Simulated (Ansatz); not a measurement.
All-electron card of CuI

```
CELL_PARAMETERS angstrom
0.00000 3.03150 3.03150
3.03150 0.00000 3.03150
3.03150 3.03150 0.00000
ATOMIC_POSITIONS crystal
Cu 0.75000 0.75000 0.75000
I 0.00000 0.00000 0.00000
```

Atoms are numbered in the order listed.

The cell is COD entry 9004456, as deposited and not checked against the literature; nothing was relaxed. It differs from other determinations.

No spin–orbit coupling, which matters for the heavy atoms here.

All numbers are computed: DFT, PBE, all-electron LAPW, scalar-relativistic (Ansatz 0.2.0); DFT, PBE, PAW with Ansatz's default frozen-core files, scalar-relativistic (Ansatz 0.2.0).

For LAPW: a Γ-centred 9×9×9 k mesh, Fermi–Dirac smearing of 0.03 eV, basis error target 1 meV/atom, no spin polarisation. PAW takes a cutoff of 420 eV at this cell. The Ansatz runs share mesh, smearing and spin set-up. Values come from LAPW unless marked.

```yaml
Pressure_at_this_cell: 0.32 GPa
Band_gap: 1.12 eV, direct at Γ
Löwdin_charges_with_0.17_e_of_the_cell_spilling_out_of_the_atomic_basis_so_their_sizes_and_signs_hang_on_that_basis: Cu1 0.45, I2 -0.27 e
Bader_charges_from_the_PAW_run: Cu1 +0.31, I2 -0.31 e
Volume_per_atom: 27.86 Å³
```
